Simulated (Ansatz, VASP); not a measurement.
# Two plane-wave programs on NaI

```xyz
2
Lattice="0.0000 3.5432 3.5432 3.5432 0.0000 3.5432 3.5432 3.5432 0.0000" Properties=species:S:1:pos:R:3 pbc="T T T"
Na    0.0000    0.0000    0.0000
I     1.7716    1.7716    1.7716
```

Alike in both runs: task single point; functional r2SCAN; k mesh 4 × 4 × 4; occupations methfessel-paxton of order 1, width 0.2 eV; no spin polarisation.

|  | VASP | Ansatz |
| --- | --- | --- |
| version | VASP 6.6.1 | Ansatz 0.2.0 |
| potentials or method | VASP PAW PBE potentials, release 64 (Na_pv, I) | plane waves |
| plane-wave cutoff (eV) | 520 | 500 |
| valence electrons in the cell | 14 | 26 |

Ansatz gave:

| Property | Result |
| --- | --- |
| gap on the k mesh at the Fermi level (eV) | 4.42 |
| pressure (GPa) | 0.0 |

**Question.** Estimate VASP's values.

**Answer.** gap on the k mesh at the Fermi level (eV): 4.43; pressure (GPa): -0.1.

The two sets of potentials don't hold the same shells in valence.

Caveats: the PAW data sets were made with another functional, which shifts forces and pressure a little (VASP); spin-orbit coupling is left out, which moves the levels of the heavy elements. r2SCAN opens gaps a little over a GGA but as a rule still falls short of measured ones.
